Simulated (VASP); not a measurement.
A run of VASP 6.6.1 is set up as follows.

Contents of POSCAR:

```
Ge
1.0
    1.3971490000     -2.6005160000      0.0000000000
    1.3971490000      2.6005160000      0.0000000000
    0.0000000000      0.0000000000      2.6982310000
Ge
1
Direct
    0.5000000000      0.5000000000      0.0000000000
```

The input INCAR.step1:

```
PREC = Accurate
ENCUT = 520
EDIFF = 1E-5
ISMEAR = -1
SIGMA = 0.05
LREAL = False
LASPH = True
NELM = 60
ALGO = Normal
ISIF = 2
LWAVE = True
GGA = PE
```

Contents of INCAR.step2:

```
PREC = Accurate
ENCUT = 520
EDIFF = 1E-6
ISMEAR = -1
SIGMA = 0.05
LREAL = False
LASPH = True
NELM = 60
ALGO = Normal
ISIF = 2
LWAVE = False
LCHARG = False
GGA = PE
LHFCALC = True
HFSCREEN = 0.2
AEXX = 0.25
PRECFOCK = Fast
ISTART = 1
```

The input KPOINTS:

```
regular mesh
0
Gamma
  6 6 5
```

Potentials or basis: VASP PAW PBE potentials, release 64 (Ge_d).

The run is started by

```sh
$ cat potpaw_PBE.64/Ge_d/POTCAR > POTCAR
$ cp INCAR.step1 INCAR
$ mpirun -np 1 vasp_std > vasp.out
$ cp INCAR.step2 INCAR
$ mpirun -np 1 vasp_std > vasp.out
```

Predict the pressure.

-0.6 GPa.

Predict the band gap on the k mesh.

none (metal or under the smearing width).

Stress tensor (GPa, compression positive):
```
 3.44  0.00  0.00
 0.00 -9.73  0.00
 0.00  0.00  4.44
```

Caveat: the k mesh is coarse (spacing up to 0.47 Å⁻¹), so the values aren't converged, least of all with exact exchange; the PAW data sets were made with another functional, which shifts forces and pressure a little.
